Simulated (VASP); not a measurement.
Input of a VASP 6.6.1 run:

The input POSCAR:

```
Si
1.0
    4.1209500000      0.0000000000      0.0000000000
   -2.0604700000      3.5688500000      0.0000000000
    0.0000000000      0.0000000000      2.6547900000
Si
2
Direct
    0.3333300000      0.6666700000      0.5000000000
    0.6666700000      0.3333300000      0.5000000000
```

Contents of INCAR.step1:

```
  ALGO = Normal
  EDIFF = 1E-5
  ENCUT = 520
  GGA = PE
  ISIF = 2
  ISMEAR = -1
  LASPH = T
  LCHARG = F
  LREAL = F
  LWAVE = T
  NBANDS = 11
  NELM = 80
  PREC = Accurate
  SIGMA = 0.05
```

INCAR.step2

```
  ALGO = Normal
  EDIFF = 1E-6
  ENCUT = 520
  GGA = PE
  HFSCREEN = 0.3
  ISIF = 2
  ISMEAR = -1
  ISTART = 1
  LASPH = T
  LCHARG = F
  LHFCALC = T
  LREAL = F
  LWAVE = F
  NBANDS = 11
  NELM = 80
  PREC = Accurate
  PRECFOCK = Fast
  SIGMA = 0.05
```

KPOINTS

```
k-points
0
Gamma
  4 4 5
```

Contents of KPOINTS_OPT:

```
path GMKGALHA,LM,KH
8
line-mode
reciprocal
 0.0000000000  0.0000000000  0.0000000000  G
 0.5000000000  0.0000000000  0.0000000000  M

 0.5000000000  0.0000000000  0.0000000000  M
 0.3333333333  0.3333333333  0.0000000000  K

 0.3333333333  0.3333333333  0.0000000000  K
 0.0000000000  0.0000000000  0.0000000000  G

 0.0000000000  0.0000000000  0.0000000000  G
 0.0000000000  0.0000000000  0.5000000000  A

 0.0000000000  0.0000000000  0.5000000000  A
 0.5000000000  0.0000000000  0.5000000000  L

 0.5000000000  0.0000000000  0.5000000000  L
 0.3333333333  0.3333333333  0.5000000000  H

 0.3333333333  0.3333333333  0.5000000000  H
 0.0000000000  0.0000000000  0.5000000000  A

 0.5000000000  0.0000000000  0.5000000000  L
 0.5000000000  0.0000000000  0.0000000000  M

 0.3333333333  0.3333333333  0.0000000000  K
 0.3333333333  0.3333333333  0.5000000000  H
```

Potentials or basis: VASP PAW PBE potentials, release 64 (Si).

The run is started by

```bash
$ cat potpaw_PBE.64/Si/POTCAR > POTCAR
$ cp INCAR.step1 INCAR
$ mpirun -np 1 vasp_std > vasp.out
$ cp INCAR.step2 INCAR
$ mpirun -np 1 vasp_std > vasp.out
```

Predict the pressure.

-2.4 GPa.

Predict the band gap along the path.

none (metal or under the smearing width).

Stress tensor (GPa, compression positive):
```
  1.69   0.00   0.00
  0.00   1.69   0.00
  0.00   0.00 -10.67
```

Caveat: the k mesh is coarse (spacing up to 0.47 Å⁻¹), so the values aren't converged, least of all with exact exchange; the PAW data sets were made with another functional, which shifts forces and pressure a little.
